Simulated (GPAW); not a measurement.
A run of GPAW 26.7.0 is set up as follows.

The input run.py:

```python
from ase.dft.bandgap import bandgap
from ase.io import read, write
from ase.units import GPa
from gpaw import GPAW, PW

atoms = read('POSCAR')

calc = GPAW(mode=PW(600),
            xc='PBE',
            kpts={'size': (7, 7, 7), 'gamma': True},
            occupations={'name': 'methfessel-paxton', 'order': 0, 'width': 0.020999999999999998},
            nbands=19,
            convergence={'density': 1e-05, 'energy': 1e-05},
            maxiter=150,
            txt='gpaw.txt')
atoms.calc = calc
energy = atoms.get_potential_energy()
forces = atoms.get_forces()
stress = atoms.get_stress()
calc.write('gs.gpw')
write('result.traj', atoms)
print(f'Energy: {energy:.6f} eV')
print('Forces (eV/A):')
print(forces.round(4))
print('Stress (GPa):', (stress / GPa).round(3))
print('Fermi level:', round(calc.get_fermi_level(), 4), 'eV')
print(f'Gap: {bandgap(calc)[0]:.4f} eV, direct: {bandgap(calc, direct=True)[0]:.4f} eV')
```

The input POSCAR:

```
SnTe
1.0
    0.0000000000      3.1508500000      3.1508500000
    3.1508500000      0.0000000000      3.1508500000
    3.1508500000      3.1508500000      0.0000000000
Te Sn
1 1
Direct
    0.5000000000      0.5000000000      0.5000000000
    0.0000000000      0.0000000000      0.0000000000
```

Potentials or basis: GPAW PAW data sets (gpaw-data 1.2.1), pw.

Command:

```console
$ OMP_NUM_THREADS=1 python run.py
```

Problem. Estimate the pressure.

Solution. 1.9 GPa.

Caveat: this odd mesh misses L, where the gap lies, so gap, dielectric constants and Born charges aren't listed. The run has no spin-orbit coupling, so splittings on Te are missing.
